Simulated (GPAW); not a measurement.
The system is Zr.

```xyz
2
Lattice="3.2320 0.0000 0.0000 -1.6160 2.7990 0.0000 0.0000 0.0000 5.1470" Properties=species:S:1:pos:R:3 pbc="T T T"
Zr    1.6160    0.9330    3.8603
Zr    0.0000    1.8660    1.2868
```

| Item | Value |
| --- | --- |
| Program | GPAW 26.7.0 |
| Task | relaxation of cell and atoms |
| Functional | BLYP |
| Dispersion | D3(BJ) |
| Potentials or basis | PAW data sets generated in the run's folder for this functional |
| Cutoff | 600 eV |
| Basis | pw |
| k mesh | 9 × 9 × 5 |
| Occupations | fermi-dirac, width 0.05 eV |
| Spin | no spin polarisation |

At the start: pressure -6.2 GPa; volume 23.28 Å³/atom.

Question: How do energy, volume and symmetry change on relaxing?

Answer: Over 6 steps the energy falls by 31.0 meV/atom and the volume is 21.76 Å³/atom (-6.6 %); space group P6_3/mmc (No. 194, to 0.05 Å).

Step by step:
```csv
step,energy change (eV),largest force (eV/Å),pressure (GPa),volume (Å³)
1,0.0000,0.0000,-6.19,46.56
2,-0.0294,0.0000,-4.60,45.67
3,-0.0605,0.0000,0.25,43.35
4,-0.0609,0.0000,0.05,43.43
5,-0.0617,0.0000,-0.27,43.54
6,-0.0620,0.0000,-0.25,43.51
```

Final structure:
```
CELL_PARAMETERS angstrom
3.14204 0.00000 0.00000
-1.57102 2.72109 0.00000
0.00000 0.00000 5.08910
ATOMIC_POSITIONS crystal
Zr 0.66667 0.33333 0.75000
Zr 0.33333 0.66667 0.25000
```

Caveat: later steps reuse the first step's grids; pairwise dispersion overbinds metals, which lowers pressure and volume.
